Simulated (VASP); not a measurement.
# Mg (P6_3/mmc) in VASP: a series of runs

One crystal, Mg, is run at these levels: PBE, PBEsol; tasks: elastic constants, phonons, band structure.

Everything below comes from runs of VASP 6.6.1. Logs are shortened: lines on timing, memory, paths and dates and some standing lists are left out, and cuts for length are marked.

### 1 The structure

Symmetry: P6_3/mmc, No. 194, hexagonal system. Conventional cell: a = 3.209 Å, b = 3.209 Å, c = 5.210 Å, α = 90.00°, β = 90.00°, γ = 120.00°. Around Mg (site symmetry -6m2) lie 12 Mg at 3.20 to 3.21 Å.

### 2 Elastic constants, PBE

POSCAR reads:

```
Mg
1.0
    3.2093000000      0.0000000000      0.0000000000
   -1.6046500000      2.7793353284      0.0000000000
    0.0000000000      0.0000000000      5.2103000000
Mg
2
Direct
    0.6666666667      0.3333333333      0.7500000000
    0.3333333333      0.6666666667      0.2500000000
```

INCAR.step1 reads:

```
ALGO = Normal ; EDIFF = 1E-8
EDIFFG = -0.002 ; ENCUT = 600
GGA = PE ; IBRION = 2
ISIF = 3 ; ISMEAR = -1
LASPH = True ; LCHARG = False
LREAL = False ; LWAVE = False
NELM = 100 ; NSW = 40
PREC = Accurate ; SIGMA = 0.05
```

INCAR.step2 reads:

```
ALGO = Normal ; EDIFF = 1E-8
ENCUT = 600 ; GGA = PE
IBRION = 6 ; ISIF = 3
ISMEAR = -1 ; LASPH = True
LCHARG = False ; LREAL = False
LWAVE = False ; NELM = 100
NFREE = 2 ; NSW = 1
POTIM = 0.015 ; PREC = Accurate
SIGMA = 0.05
```

KPOINTS reads:

```
k-points
0
Gamma
  7 7 4
```

Potentials or basis: VASP PAW PBE potentials, release 64 (Mg).

Started as:

```bash
> cat potpaw_PBE.64/Mg/POTCAR > POTCAR
> cp INCAR.step1 INCAR
> mpirun -np 1 vasp_std > vasp.out
> cp CONTCAR POSCAR
> cp INCAR.step2 INCAR
> mpirun -np 1 vasp_std > vasp.out
```

OUTCAR:

```text
EDIFF = 1E-8
   ENCUT = 600
   GGA = PE
   IBRION = 6
   ISIF = 3
   ISMEAR = -1
   LASPH = True
   LREAL = False
   NELM = 100
   NFREE = 2
   NSW = 1
   POTIM = 0.015
   PREC = Accurate

 ion  position               nearest neighbor table
   1  0.667  0.333  0.750-   2 3.24   2 3.24   2 3.24   2 3.24   2 3.24   2 3.24
   2  0.333  0.667  0.250-   1 3.24   1 3.24   1 3.24   1 3.24   1 3.24   1 3.24

  LATTYP: Found a hexagonal cell.
 ALAT       =     3.1456972230
 C/A-ratio  =     1.7096865767

  Lattice vectors:

 A1 = (   3.1456972230,   0.0000000000,   0.0000000000)
 A2 = (  -1.5728486115,   2.7242537078,   0.0000000000)
 A3 = (   0.0000000000,   0.0000000000,   5.3781563166)

Analysis of symmetry for initial positions (statically):
=====================================================================
 Subroutine PRICEL returns:
 Original cell was already a primitive cell.

 Routine SETGRP: Setting up the symmetry group for a
 hexagonal supercell.

 Subroutine GETGRP returns: Found 24 space group operations
 (whereof 12 operations were pure point group operations)
 out of a pool of 24 trial point group operations.

The static configuration has the point symmetry D_3d.
 The point group associated with its full space group is D_6h.

Analysis of symmetry for dynamics (positions and initial velocities):
=====================================================================
 Subroutine PRICEL returns:
 Original cell was already a primitive cell.

 Routine SETGRP: Setting up the symmetry group for a
 hexagonal supercell.

 Subroutine GETGRP returns: Found 24 space group operations
 (whereof 12 operations were pure point group operations)
 out of a pool of 24 trial point group operations.

The dynamic configuration has the point symmetry D_3d.
 The point group associated with its full space group is D_6h.

 Subroutine INISYM returns: Found 24 space group operations
 (whereof 12 operations are pure point group operations),
 and found     1 'primitive' translations

----------------------------------------------------------------------------------------

                                     Primitive cell

  volume of cell :      46.0891

  direct lattice vectors                    reciprocal lattice vectors
     3.145697223  0.000000000  0.000000000     0.317894549  0.183536503  0.000000000
    -1.572848612  2.724253708  0.000000000     0.000000000  0.367073007  0.000000000
     0.000000000  0.000000000  5.378156317     0.000000000  0.000000000  0.185937325

  length of vectors
     3.145697223  3.145697223  5.378156317     0.367073007  0.367073007  0.185937325

  position of ions in fractional coordinates (direct lattice)
     0.666666667  0.333333333  0.750000000
     0.333333333  0.666666667  0.250000000

  ion indices of the primitive-cell ions
   primitive index   ion index
                 1           1
                 2           2

----------------------------------------------------------------------------------------

 KPOINTS: k-points

Automatic generation of k-mesh.
 Grid dimensions read from file:
[... 113 lines left out ...]

  energy without entropy =       -3.04264752  energy(sigma->0) =       -3.04604248

------------------------ aborting loop because EDIFF is reached ----------------------------------------

  FORCE on cell =-STRESS in cart. coord.  units (eV):
  Direction    XX          YY          ZZ          XY          YZ          ZX
  --------------------------------------------------------------------------------------
  -------------------------------------------------------------------------------------
  Total        0.0009767      0.0009767      0.0007354      0.0000000      0.0000000      0.0000000
  in kB        0.0339515      0.0339515      0.0255639      0.0000000      0.0000000      0.0000000
  external PRESSURE =       0.0311556 kB  Pullay stress =       0.0000000 kB
[... 89 lines left out ...]
  FREE ENERGIE OF THE ION-ELECTRON SYSTEM (eV)
  ---------------------------------------------------
  free  energy   TOTEN  =        -3.0472025140 eV

  energy  without entropy=       -3.0412549386  energy(sigma->0) =       -3.04422873

[... ionic steps 4 to 14 ...]

--------------------------------------- Ionic step       15  -------------------------------------------

 number of electron       4.0000000 magnetization

------------------------ aborting loop because EDIFF is reached ----------------------------------------
[... 67 lines left out ...]
--------------------------------------- Ionic step       17  -------------------------------------------

 number of electron       4.0000000 magnetization

 Free energy of the ion-electron system (eV)
  ---------------------------------------------------
  ext. energy  EPLUGINS =         0.00000000
  ---------------------------------------------------
  free energy    TOTEN  =        -3.04915065 eV

  energy without entropy =       -3.04234032  energy(sigma->0) =       -3.04574548

 E-fermi :   2.6130     XC(G=0):  -8.4779

 val. band max:        2.5578866794   @ k =   0.4286   0.1429   0.5000
 cond. band min:       2.6896282735   @ k =   0.0000   0.4286   0.2500
 fundamental gap:      0.1317415942
 Fermi energy:         2.6129600657

 k-point     1 :       0.0000    0.0000    0.0000
  band No.  band energies     occupation
      1      -4.3020      2.00000
      2       0.6887      2.00000
      3       0.8999      2.00000
      4      13.9076      0.00000
      5      14.0790      0.00000
      6      14.0790      0.00000
[... 199 lines left out ...]
 k-point    24 :       0.2857    0.2857    0.5000
  band No.  band energies     occupation
      1       1.7207      2.00000
      2       1.7658      2.00000
      3       4.1550      0.00000
      4       4.1724      0.00000
      5       5.0910      0.00000
      6       5.1065      0.00000

 [... further k-points ...]
[... 5 lines left out ...]
  --------------------------------------------------------------------------------------
  -------------------------------------------------------------------------------------
  Total        0.0012209      0.0012209      0.0025297     -0.0000000      0.0000000      0.0000000
  in kB        0.0424433      0.0424433      0.0879401     -0.0000000      0.0000000      0.0000000
  external PRESSURE =       0.0576089 kB  Pullay stress =       0.0000000 kB
[... 17 lines left out ...]
  FREE ENERGIE OF THE ION-ELECTRON SYSTEM (eV)
  ---------------------------------------------------
  free  energy   TOTEN  =        -3.0491506501 eV

  energy  without entropy=       -3.0423403151  energy(sigma->0) =       -3.04574548

 INTERNAL STRAIN TENSORS FROM STRAINED CELLS
 ============================================

 INTERNAL STRAIN TENSOR FOR ION    1 for displacements in x,y,z  (eV/Angst):
          X           Y           Z          XY          YZ          ZX
  --------------------------------------------------------------------------------
  x    -0.00000     0.00000     0.00000     0.17277     0.00000    -0.00000
  y     0.16894    -0.16822     0.00000    -0.00000     0.00001     0.00000
  z    -0.00000     0.00000     0.00000    -0.00000     0.01813    -0.00000

 INTERNAL STRAIN TENSORS FROM DISPLACED ATOMS
 ============================================

 INTERNAL STRAIN TENSOR FOR ION    1 for displacements in x,y,z  (eV/Angst):
          X           Y           Z          XY          YZ          ZX
  --------------------------------------------------------------------------------
  x    -0.00000     0.00000     0.00000     0.15569     0.00000     0.00000
  y     0.15569    -0.15569    -0.00000     0.00000     0.00000     0.00000
  z    -0.00000    -0.00000    -0.00000    -0.00000    -0.00000     0.00000

 INTERNAL STRAIN TENSOR FOR ION    2 for displacements in x,y,z  (eV/Angst):
          X           Y           Z          XY          YZ          ZX
  --------------------------------------------------------------------------------
  x     0.00000     0.00000     0.00000    -0.15569     0.00000     0.00000
  y    -0.15569     0.15569     0.00000     0.00000     0.00000     0.00000
  z     0.00000     0.00000     0.00000     0.00000     0.00000     0.00000

 Eigenvectors and eigenvalues of the dynamical matrix
 ----------------------------------------------------

   1 f  =    7.160917 THz    44.993369 2PiTHz  238.862485 cm-1    29.615160 meV
             X         Y         Z           dx          dy          dz
      1.572849  0.908085  4.033617     0.000000   -0.000000    0.707107
     -0.000000  1.816169  1.344539    -0.000000    0.000000   -0.707107
[... 11 lines left out ...]
   4 f  =    0.000000 THz     0.000000 2PiTHz    0.000001 cm-1     0.000000 meV
             X         Y         Z           dx          dy          dz
      1.572849  0.908085  4.033617    -0.682994    0.150918    0.103651
     -0.000000  1.816169  1.344539    -0.682994    0.150918    0.103651

   5 f/i=    0.000000 THz     0.000000 2PiTHz    0.000000 cm-1     0.000000 meV
             X         Y         Z           dx          dy          dz
      1.572849  0.908085  4.033617    -0.145268   -0.203066   -0.661560
     -0.000000  1.816169  1.344539    -0.145268   -0.203066   -0.661560

   6 f/i=    0.000000 THz     0.000000 2PiTHz    0.000002 cm-1     0.000000 meV
             X         Y         Z           dx          dy          dz
      1.572849  0.908085  4.033617     0.111431    0.660294   -0.227146
     -0.000000  1.816169  1.344539     0.111431    0.660294   -0.227146

--------------------------------------------------------------------------------------------------------

 ELASTIC MODULI CONTR FROM IONIC RELAXATION (kBar)
 Direction    XX          YY          ZZ          XY          YZ          ZX
 --------------------------------------------------------------------------------
 XX          -1.5629      1.5629      0.0000      0.0000     -0.0000      0.0000
 YY           1.5629     -1.5629     -0.0000     -0.0000     -0.0000      0.0000
 ZZ           0.0000     -0.0000     -0.0000     -0.0000     -0.0000      0.0000
 XY           0.0000     -0.0000     -0.0000     -1.5629     -0.0000      0.0000
 YZ          -0.0000     -0.0000     -0.0000     -0.0000     -0.0000      0.0000
 ZX           0.0000      0.0000      0.0000      0.0000      0.0000      0.0000
 --------------------------------------------------------------------------------

 TOTAL ELASTIC MODULI (kBar)
 Direction    XX          YY          ZZ          XY          YZ          ZX
 --------------------------------------------------------------------------------
 XX         658.4816    449.8620     59.5375      0.0000     -0.0000      0.0000
 YY         449.8620    658.4816     59.5375     -0.0000      0.0000      0.0000
 ZZ          59.5375     59.5375    839.1890     -0.0000      0.0000      0.0000
 XY           0.0000     -0.0000     -0.0000    104.3098      0.0000      0.0000
 YZ          -0.0000      0.0000      0.0000      0.0000     90.4125      0.0000
 ZX           0.0000      0.0000      0.0000     -0.0000      0.0000     90.4125
 --------------------------------------------------------------------------------
```

Run time: 1.8 min. Hardware: 1 thread of Intel Xeon 6975P-C (Granite Rapids), shared host; peak memory 0.23 GiB.

Results:

* Relaxed volume: 23.04 Å³/atom
* Relaxed cell: a = 3.146 Å, b = 3.146 Å, c = 5.378 Å, α = 90.00°, β = 90.00°, γ = 120.00°
* Space group after relaxing (to 0.05 Å): P6_3/mmc (No. 194)
* Voigt bulk modulus: 37 GPa
* Highest phonon frequency at Γ: 239 cm⁻¹

The path:
```
step  energy change (eV)  largest force (eV/Å)  pressure (GPa)  volume (Å³)
   1              0.0000                0.0000           -0.37        46.47
   2             -0.0081                0.0000           -0.10        46.11
   3             -0.0111                0.0000            0.17        45.81
   4             -0.0088                0.0000            0.81        45.19
   5             -0.0120                0.0000            0.33        45.65
   6             -0.0121                0.0000            0.49        45.49
   7             -0.0122                0.0000            0.43        45.55
   8             -0.0130                0.0000            0.05        46.03
   9             -0.0130                0.0000            0.03        46.06
  10             -0.0130                0.0000            0.00        46.09
```

Final structure:
```
Mg
1.0
     3.14570    0.00000    0.00000
    -1.57285    2.72425    0.00000
     0.00000    0.00000    5.37816
Mg
2
Direct
  0.66667 0.33333 0.75000
  0.33333 0.66667 0.25000
```

Phonon frequencies in cm⁻¹ (negative: imaginary):
```csv
q point,frequencies
"(0.000, 0.000, 0.000)",0 0 0 110 110 239
```

Elastic tensor in Voigt notation (GPa, in the Cartesian axes of the cell as first typed):
```
66 45  6  0  0  0
45 66  6  0  0  0
 6  6 84  0  0  0
 0  0  0  9  0  0
 0  0  0  0  9  0
 0  0  0  0  0 10
```

Clamped-ion elastic tensor (GPa):
```
66 45  6  0  0  0
45 66  6  0  0  0
 6  6 84  0  0  0
 0  0  0  9  0  0
 0  0  0  0  9  0
 0  0  0  0  0 11
```

(Part 1 of 2 ends here.)
